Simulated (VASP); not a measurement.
Write the native input for VASP 6.6.1 that does the following.

```
Task                   : electrostatic potential
Functional             : PBE
Potentials or basis    : VASP PAW PBE potentials, release 64 (Zr_sv, O)
Cutoff                 : 520 eV
k mesh                 : 10 × 10 × 10
Occupations            : gaussian, width 0.02 eV
Spin                   : non-collinear spin, zero start, spin-orbit coupling
Starting moments       : [[0.0, 0.0, 0.0], [0.0, 0.0, 0.0], [0.0, 0.0, 0.0]] μB
Further INCAR settings : ALGO = Fast; EDIFF = 1e-06
```

The structure of ZrO2 lies in POSCAR:

```
ZrO2                                    
1.0
   -0.0000000000      2.5580700309      2.5580700309
    2.5580700309     -0.0000000000      2.5580700309
    2.5580700309      2.5580700309     -0.0000000000
  Zr              O             
     1     2
Direct
     0.0000000000000000    0.0000000000000000    0.0000000000000000
     0.2500000000000000    0.2500000000000000    0.2500000000000000
     0.7500000000000000    0.7500000000000000    0.7500000000000000
```

The cell was built by a generator and needn't be a form met in nature.

One way to write it, as run:

INCAR

```
PREC = Accurate ; ENCUT = 520
EDIFF = 1E-6 ; ISMEAR = 0
SIGMA = 0.02 ; LREAL = F
LASPH = T ; NELM = 80
ALGO = Fast ; ISIF = 2
LWAVE = F ; LCHARG = T
LNONCOLLINEAR = T ; MAGMOM = 0 0 0 0 0 0 0 0 0
LORBIT = 11 ; LSORBIT = T
GGA_COMPAT = F ; LMAXMIX = 4
GGA = PE ; LVHAR = T
```

KPOINTS

```
regular mesh
0
Gamma
  10 10 10
```

Potentials or basis: VASP PAW PBE potentials, release 64 (Zr_sv, O).

Run with:

```sh
$ cat potpaw_PBE.64/Zr_sv/POTCAR potpaw_PBE.64/O/POTCAR > POTCAR
$ mpirun -np 1 vasp_ncl > vasp.out
```

Results of the run:

| Item | Value |
| --- | --- |
| Pressure | 0.3 GPa |
| Net moment | 0.00 μB per cell |
| Valence electrons inside the program's atomic spheres | Zr 9.50; O 5.09 |

Run time: 3.5 min on 1 thread of Intel(R) Xeon(R) Platinum 8488C (Sapphire Rapids), on a shared host, peak memory 0.29 GiB.
